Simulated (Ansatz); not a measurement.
InSe under changes of volume

One of the cells (29.237 Å³/atom); the others are scaled copies at fixed shape and fractional positions:

```
In Se
1.0
     2.00000    1.15470    8.44000
    -2.00000    1.15470    8.44000
     0.00000   -2.30940    8.44000
In Se
2 2
Direct
  0.88860 0.88860 0.88860
  0.00000 0.00000 0.00000
  0.17190 0.17190 0.17190
  0.38350 0.38350 0.38350
```

- Program: Ansatz 0.2.0
- Functional: PBE
- Potentials or basis: Ansatz PAW
- Cutoff: 420 eV (not typed: the program's choice for these potentials)
- k mesh: 8 × 8 × 8
- Occupations: fermi-dirac, width 0.05 eV
- Spin: no spin polarisation

```tsv
volume (Å³/atom)	energy over the lowest point (meV/atom)	pressure (GPa)	gap on the mesh (eV)	largest force (eV/Å)
27.483	64.26	6.7	0.62	0.781
28.068	42.40	5.3	0.56	0.593
28.652	?	?	?	?
29.237	13.49	2.7	0.44	0.365
29.822	5.44	1.7	0.39	0.284
30.406	1.07	0.7	0.34	0.208
30.991	0.00	-0.1	0.30	0.175
```

Question: What does the run at 28.652 Å³/atom give?

Answer: Energy over the lowest point 25.66 meV/atom; pressure 3.9 GPa; gap on the mesh 0.50 eV; largest force 0.451 eV/Å.

Worked out: A Birch-Murnaghan fit of order 3 (a polynomial in V^(-2/3)) to the other rows has its minimum at 30.90 Å³/atom with B0 = V·E''(V) = 44 GPa and B' = 4.7 at fixed shape and positions, which overstates the stiffness. It gives 25.67 meV/atom at 28.652 Å³/atom, against the run's 25.66, and -dE/dV = 3.9 GPa, against 3.9. A straight line through the other rows of the gap, of slope -2.7 eV per unit of ln V (its deformation potential), gives 0.50 eV, against the run's 0.50.

Energies are extrapolated to zero smearing.

Caveats: spin-orbit coupling is left out, which moves the levels of the heavy elements.

A mesh can miss the band edges.
